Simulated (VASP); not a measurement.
The system is SnGe15.

```xyz
16
Lattice="0.0000 5.7335 -5.7335 5.7335 5.7335 0.0000 5.7335 0.0000 -5.7335" Properties=species:S:1:pos:R:3 pbc="T T T"
Sn    8.6002    8.6002   -5.7335
Ge    5.7335    5.7335   -5.7307
Ge    8.5975    5.7335   -2.8667
Ge    5.7335    2.8694   -2.8667
Ge    5.7335    8.5975   -2.8667
Ge    2.8694    5.7335   -2.8667
Ge    5.7335    5.7335   -0.0027
Ge    8.6002    2.8667   -5.7335
Ge    4.3512    4.3512   -4.2490
Ge    7.1157    7.1157   -4.2490
Ge    4.2981    7.1688   -7.1648
Ge    7.1157   10.0847   -7.2179
Ge    7.1688    4.2981   -7.1648
Ge   10.0847    7.1157   -7.2179
Ge    7.1688    7.1688  -10.0355
Ge   10.0316   10.0316  -10.0355
```

The cell was built by a generator and needn't be a form met in nature.

Base run:

```yaml
Program: VASP 6.6.1
Functional: PBEsol
Potentials_or_basis: VASP PAW PBE potentials, release 64 (Sn_d, Ge_d)
Cutoff: 520 eV
k_mesh: 6 × 6 × 6
Occupations: gaussian, width 0.03 eV
Spin: no spin polarisation
```

Its results: pressure 0.0 GPa.

Problem. The run is repeated on the same cell with these changes: functional from PBEsol to HSE06; k mesh from 6 × 6 × 6 to 2 × 2 × 2. What comes out?

Solution. Pressure 0.4 GPa.

Several settings changed at once, so the effect can't be laid on one alone.

Caveats: some runs use coarse meshes; the PAW data sets were made with another functional, which shifts forces and pressure a little.
